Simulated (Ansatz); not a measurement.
The cell was built from the wurtzite type and relaxed in the same program, and has space group P6_3/mmc; it needn't be a known or the stable phase. The relaxation left the symmetry of that type.

An input for SrO: DFT, PBE, PAW with Ansatz's default frozen-core files, scalar-relativistic (Ansatz 0.2.0).

```yaml
crystal:
  lattice:
    - [4.290194046, 0.0, 0.0]
    - [-2.145097023, 3.715417031, 0.0]
    - [0.0, 0.0, 5.1845404982]
  atoms:
    - { symbol: Sr, position: [0.3333333333, 0.6666666667, -0.0620084926] }
    - { symbol: Sr, position: [0.6666666667, 0.3333333333, 0.4379915074] }
    - { symbol: O, position: [0.3333333333, 0.6666666667, 0.4380084926] }
    - { symbol: O, position: [0.6666666667, 0.3333333333, 0.9380084926] }
kpoints:
  mp_grid: { grid: [12, 12, 7] }
  band_path:
    path:
      - [0.0, 0.0, 0.0]
      - [0.5, 0.0, 0.0]
      - [0.3333333333, 0.3333333333, 0.0]
      - [0.0, 0.0, 0.0]
      - [0.0, 0.0, 0.5]
      - [0.5, 0.0, 0.5]
      - [0.3333333333, 0.3333333333, 0.5]
      - [0.0, 0.0, 0.5]
      - [0.5, 0.0, 0.5]
    npoints: 8
scf:
  occupations: { method: fermi_dirac, width: 0.05 }
hamiltonian:
  xc: pbe
  pseudopotentials: { kind: paw }
output:
  forces: true
  stress: true
  eigenvalues: true
  efg: { contact_densities: true }
  populations: true
  bader: true
  dos: { projected: true, de: 0.2, e_range: [-14, 8] }
```

Set-up and iterations as logged by Ansatz (the results part is left out, to be predicted):

```
Warning: the atoms were moved onto the symmetric positions of the space group found under crystal.symmetry.tolerance 1.0e-5 (fractional; no operation is sought that the atoms, as they stand in a round, miss by more than twice it, and no atom is moved by as much as it), and the run uses the moved positions. Before a round's move an operation carried an atom to 8.81e-5 Å from where it should land, the largest such distance. Atom 0 (counting from 0) moved farthest, by 4.40e-5 Å; the longest move in fractions of the cell, of whichever atom, is 0.84 of the tolerance, in 1 round. To run the atoms as typed, lower crystal.symmetry.tolerance until the operations that they miss are no longer found, or set crystal.symmetry.detect: false (a key that needs symmetry detection or time reversal refuses this as the deck is read). The positions used, in the order of the run's atom list: position: [0.3333333333333333, 0.6666666666666666, -0.062000000000000034]; position: [0.6666666666666666, 0.3333333333333333, 0.438]; position: [0.3333333333333333, 0.6666666666666666, 0.438]; position: [0.6666666666666666, 0.3333333333333333, 0.9380000000000001]; The lattice was moved too: crystal.lattice keeps the space group found at crystal.symmetry.tolerance 1.0e-5 only nearly: the operation that it misses by the most changes a squared length by the fraction 3.47e-13. The run uses the lattice that is a stretch of the typed one, with no rotation, onto the one that keeps every operation to a double's rounding (on a very oblique basis the stretch itself rounds by more); the deck's lattice vector that moved farthest moved by 4.30e-13 Å. To run the lattice as typed, set crystal.symmetry.detect: false, as for the atoms. crystal.lattice made exact, in Å and degrees: [[4.29019404599957, 0.0, 0.0], [-2.145097022999785, 3.7154170310003725, 0.0], [0.0, 0.0, 5.1845404982]]. Pasted over the deck's crystal.lattice, beside positions in fractional coordinates, it runs the same cell (given as lengths and angles, that cell in the form's own orientation, a rigid turn of the misfit's size from the one run here, for which a checkpoint.post_process_only pass over this run's state can be refused: where this run relaxes nothing, give such a pass this deck's own crystal.lattice, as typed; behind a relaxation, as crystal.lattice, the state's own cell, identity.cell in its checkpoint.json), and a matrix so pasted ends this notice, except on a very skew basis of the lattice, where the rounding of the pasted numbers themselves can read as a misfit: the cell is then moved again, and that move is told again. The lattice as run is in this notice's lattice.as_run_ang field (Run.prep()["deck_notices"] in Python, the deck_notice line of an events file, deck_notices of ansatz run --dry-run=json, or deck_notices in record.json in the deck's checkpoint.write directory).
Engine: ansatz 0.2.0
Pseudopotentials: kind: paw
Pseudopotential: Sr, paw, valence charge 10, recommended cutoff 420 eV (normal)
Pseudopotential: O, paw, valence charge 6, recommended cutoff 420 eV (normal)
Functional definition: PBE
  parameter kappa = 0.804
  parameter beta = 0.06672455060314922
  exchange = pbe_x(kappa = kappa, mu = beta*pi^2/3)
  correlation = pbe_c(beta = beta)
Crystal: 4 atoms, lattice volume = 82.641 Å³
Basis set: ecut = 420 eV, 1607 PW (Γ), exchange–correlation on 60×60×72 points (8 copies of the dense FFT grid, shifted against one another)
Bands: 20, of which v1, the nominal top of the filled ones, is band 16 counted from 1 (15 counted from 0)
Symmetry: 24 space group operations
Space group: P63/mmc (ITA 194), of the structure as read, at distance tolerance 4.4e-5 Å
k-points: 76 of 1008
Non-local potential: Sr, projectors of the file, l = 0: 3, l = 1: 2, l = 2: 2
Non-local potential: O, projectors of the file, l = 0: 2, l = 1: 2, l = 2: 1
PAW form: soft (Blöchl's): semilocal exchange-correlation on the pseudo side does not see the compensation charge
PAW one-centre angular grid: Sr, 110 points (default); XC on 64 Gauss nodes
PAW one-centre angular grid: O, 110 points (default); XC on 64 Gauss nodes
Initial density: superposition of atomic densities (neutral atoms: chi_scale 0, normalization atom), corrected by the library's trained network
Initial wavefunctions: pseudopotential atomic-orbital guess
Functional: x = pbe(κ = 0.804, μ = 0.2195149727645171), c = pbe(β = 0.06672455060314922)
SCF iter   1: F=—  HF=-8229.055383 eV  |F-HF|=—  |Δ(HF+E_count)|=         —  Δρ=1.33e-3  dr2=1.74e-3  ethr=1.77e-3  ⟨swp⟩=8.9  Hψ=10071  notcnv=0
SCF iter   2: F=—  HF=-8229.054855 eV  |F-HF|=—  |Δ(HF+E_count)|=   5.28e-4  Δρ=1.21e-3  dr2=8.57e-4  ethr=5.44e-6  ⟨swp⟩=2.9  Hψ=3873  notcnv=0
SCF iter   3: F=—  HF=-8229.054812 eV  |F-HF|=—  |Δ(HF+E_count)|=   4.25e-5  Δρ=3.87e-4  dr2=9.57e-5  ethr=2.68e-6  ⟨swp⟩=2.0  Hψ=1976  notcnv=0
SCF iter   4: F=—  HF=-8229.054983 eV  |F-HF|=—  |Δ(HF+E_count)|=   1.71e-4  Δρ=2.03e-4  dr2=4.59e-5  ethr=2.99e-7  ⟨swp⟩=2.0  Hψ=2435  notcnv=0
SCF iter   5: F=—  HF=-8229.054989 eV  |F-HF|=—  |Δ(HF+E_count)|=   5.74e-6  Δρ=6.24e-5  dr2=4.20e-6  ethr=1.43e-7  ⟨swp⟩=2.0  Hψ=1964  notcnv=0
SCF iter   6: F=-8229.054991 eV  HF=-8229.054991 eV  |F-HF|=1.27e-7  |Δ(HF+E_count)|=   2.47e-6  Δρ=8.37e-6  dr2=7.08e-8  ethr=3.13e-10  ⟨swp⟩=6.0  Hψ=9048  notcnv=0
```

(1) What pressure will this run report?

(2) Is there a band gap?

Results:

(1) 0.00 GPa (positive in compression).

(2) 2.61 eV, direct at Γ.
